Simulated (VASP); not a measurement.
The system is CdS.

```
Cd S
1.0
     4.15000    0.00000    0.00000
    -2.07500    3.59401    0.00000
     0.00000    0.00000    6.73700
Cd S
2 2
Cartesian
  0.0000 2.3960 0.0000
  2.0750 1.1980 3.3685
  0.0000 2.3960 2.5264
  2.0750 1.1980 5.8949
```

```yaml
Program: VASP 6.6.1
Task: relaxation of cell and atoms
Functional: LDA
Potentials_or_basis: VASP PAW LDA potentials, release 64 (Cd, S)
Cutoff: 600 eV
k_mesh: 9 × 9 × 4
Occupations: gaussian, width 0.03 eV
Spin: no spin polarisation
```

At the start: pressure -2.7 GPa; volume 25.12 Å³/atom.

Q: Where does the relaxation end?

A: Over 6 steps the energy falls by 9.9 meV/atom and the volume is 24.03 Å³/atom (-4.3 %); space group P6_3mc (No. 186, to 0.05 Å).

Step by step:
```tsv
step	energy change (eV)	largest force (eV/Å)	pressure (GPa)	volume (Å³)
1	0.0000	0.0637	-2.70	100.48
2	-0.0331	0.0043	1.24	94.46
3	-0.0393	0.0187	0.01	96.10
4	-0.0393	0.0175	0.08	96.01
5	-0.0394	0.0006	-0.06	96.18
6	-0.0394	0.0039	-0.01	96.14
```

Final structure:
```yaml
crystal:
  lattice:
    - [4.08345, 0.00000, 0.00000]
    - [-2.04173, 3.53637, 0.00000]
    - [0.00000, 0.00000, 6.65737]
  atoms:
    - { symbol: Cd, position: [0.33333, 0.66667, 0.99957] }
    - { symbol: Cd, position: [0.66667, 0.33333, 0.49957] }
    - { symbol: S, position: [0.33333, 0.66667, 0.37543] }
    - { symbol: S, position: [0.66667, 0.33333, 0.87543] }
```
